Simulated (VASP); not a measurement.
Bi2Te2Se, 5 atoms in the cell. Symmetry: R-3m, No. 166, trigonal system. The conventional cell has a = 4.322 Å, b = 4.322 Å, c = 31.757 Å, α = 90.00°, β = 90.00°, γ = 120.00°. Bi (site symmetry 3m) is surrounded by 3 Te at 3.05 Å and 3 Se at 3.11 Å. Te (site symmetry 3m) has 3 Bi at 3.05 Å as nearest neighbours. Se (site symmetry -3m) is surrounded by 6 Bi at 3.11 Å. The cell is a database's computed one.

- Program: VASP 6.6.1
- Task: band structure
- Functional: PBEsol
- Potentials or basis: VASP PAW PBE potentials, release 64 (Bi_d, Te, Se)
- Cutoff: 520 eV
- k mesh: 8 × 8 × 8
- Occupations: gaussian, width 0.02 eV
- Spin: no spin polarisation
- Ladder: gaps
- Further INCAR settings: ALGO = Normal; EDIFF = 1e-06

Potentials or basis: VASP PAW PBE potentials, release 64 (Bi_d, Te, Se).

Launch:

```bash
$ cat potpaw_PBE.64/Bi_d/POTCAR potpaw_PBE.64/Te/POTCAR potpaw_PBE.64/Se/POTCAR > POTCAR
$ mpirun -np 2 vasp_std > vasp.out
```

Hardware: 2 MPI ranks on Intel(R) Xeon(R) 6975P-C (Granite Rapids), on a shared host.

Problem. How long does it take, and how much memory?

Solution. Run time: 20 min on 2 MPI ranks on Intel(R) Xeon(R) 6975P-C (Granite Rapids), with other jobs on the host, peak memory 1.3 GiB a rank. Counts: scf iterations 33, k points 65.
